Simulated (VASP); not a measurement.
Wanted: the native input for a VASP 6.6.1 run.

```yaml
Task: single point
Functional: PBE
Dispersion: D3(BJ)
Potentials_or_basis: VASP PAW PBE potentials, release 64 (C, H, F)
Cutoff: 520 eV
k_mesh: 1 × 1 × 1
Occupations: fermi-dirac, width 0.02 eV
Spin: no spin polarisation
Dipole_correction: no
Further_INCAR_settings: LREAL = Auto; ALGO = Normal; EDIFF = 1e-07; NBANDS = 94
```

The structure of H6C3F4 lies in POSCAR:

```
H6C3F4
1.0
    8.9365910000      0.0000000000      0.0000000000
    0.0000000000      8.9365910000      0.0000000000
    0.0000000000      0.0000000000      8.9365910000
C H F
9 18 12
Direct
    0.1081172899     -0.0018575316      0.2941725765
    0.2573016937     -0.0231520051      0.2131797237
    0.9940367641      0.2615650644      0.9838539103
    0.8500221169      0.2382004503      0.8789705157
    0.6529894901      0.5855029060      1.0263197678
    0.6199791397      0.5973194924      0.8525958053
    0.1037196398      0.8234347975      0.8749868938
    0.8392014360      0.3035273741      0.4074260532
    0.7545047099      0.7572238676      0.4301976000
    0.0388403139     -0.1109371571      0.3104427628
    0.0949019598      0.0479153628      0.3991231108
    0.0471656362      0.0481279718      0.2111655328
    0.3530652796     -0.0333796187      0.2957503594
    0.2649220491     -0.1242420068      0.1285053775
    0.2970483935      0.0889265269      0.1565473904
    1.0404414838      0.3712937070      0.9301869136
    0.9425406176      0.2814607942      1.0938846815
    1.0733958844      0.1697962903      0.9859800007
    0.8113720321      0.1190834402      0.8703206849
    0.7538333129      0.3070074484      0.9169715835
    0.8884484028      0.2687378218      0.7646651838
    0.5476920674      0.5611647663      1.0800650942
    0.7315205541      0.4904778567      1.0737203929
    0.6870405057      0.6866264776      1.0855929291
    0.7350677680      0.5912097801      0.7949228067
    0.5268451919      0.5260507055      0.8031474194
    0.5661219138      0.7097896726      0.8264001340
    0.1115637943      0.6756379474      0.8815330141
    0.0379115482      0.8682617343      0.7527031281
    0.0140545763      0.8905521132      0.9817054400
    0.2464586328      0.8750764134      0.8748638043
    0.8072541308      0.1678604291      0.3569929518
    0.9661849804      0.3010208255      0.4682546174
    0.8165865485      0.3962025341      0.3058325037
    0.7388164010      0.3126136130      0.5155321531
    0.6486365998      0.6590880124      0.4544350301
    0.8458370759      0.7192563697      0.3140235466
    0.7051906034      0.8936069694      0.3857063616
    0.8339757297      0.7748144678      0.5679234957
```

The cell was built by a generator and needn't be a form met in nature.

The input as run:

INCAR

```
ALGO = Normal
EDIFF = 1E-7
ENCUT = 520
GGA = PE
ISIF = 2
ISMEAR = -1
IVDW = 12
LASPH = T
LCHARG = F
LREAL = Auto
LWAVE = F
NBANDS = 94
NELM = 80
PREC = Accurate
SIGMA = 0.02
```

KPOINTS

```
k-points
0
Gamma
  1 1 1
```

Potentials or basis: VASP PAW PBE potentials, release 64 (C, H, F).

The run is started by

```console
$ cat potpaw_PBE.64/C/POTCAR potpaw_PBE.64/H/POTCAR potpaw_PBE.64/F/POTCAR > POTCAR
$ mpirun -np 1 vasp_gam > vasp.out
```

Results of the run:

| Property | Result |
| --- | --- |
| Pressure | 0.3 GPa |
| Largest force | 5.484 eV/Å |
| Band gap on the k mesh | 5.91 eV, direct |
| Dispersion energy per atom | -0.026 eV |

Caveat: the standard files for N, O and F lose accuracy on very short bonds.

Wall time 5 min on 1 thread of Intel(R) Xeon(R) Platinum 8375C CPU @ 2.90GHz (Ice Lake) (shared host), peak memory 0.63 GiB.
